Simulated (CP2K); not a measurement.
The system is BeS.

```xyz
2
Lattice="3.4295 0.0000 0.0000 1.7147 2.9700 0.0000 1.7147 0.9900 2.8001" Properties=species:S:1:pos:R:3 pbc="T T T"
S     5.1442    2.9700    2.1001
Be    0.0000    0.0000    0.0000
```

Base run:

- Program: CP2K 2026.2
- Functional: PBE
- Potentials or basis: GTH_POTENTIALS S GTH-PADE-q6, Be GTH-PADE-q4; DZVP-MOLOPT-SR-GTH basis
- Density cutoff: 11565 eV
- k mesh: 9 × 9 × 9
- Occupations: fermi-dirac, width 0.05 eV
- Spin: no spin polarisation

Its results: band gap on the k mesh 4.38 eV, indirect (least direct gap 5.81 eV); pressure 0.6 GPa.

Question: The run is repeated on the same cell with these changes: potentials or basis from GTH_POTENTIALS S GTH-PADE-q6, Be GTH-PADE-q4; DZVP-MOLOPT-SR-GTH basis to GTH_POTENTIALS S GTH-PBE-q6, Be GTH-PBE-q4; DZVP-MOLOPT-SR-GTH basis; potentials from S GTH-PADE-q6 of GTH_POTENTIALS, Be GTH-PADE-q4 of GTH_POTENTIALS to S GTH-PBE-q6 of GTH_POTENTIALS, Be GTH-PBE-q4 of GTH_POTENTIALS. What comes out?

Answer: Band gap on the k mesh 4.32 eV, indirect (least direct gap 5.80 eV); pressure 1.5 GPa.

Caveats: the basis of atomic orbitals isn't converged, which shifts pressures, moduli and gaps; the potentials were made for another functional, which shifts forces and pressure (some runs).
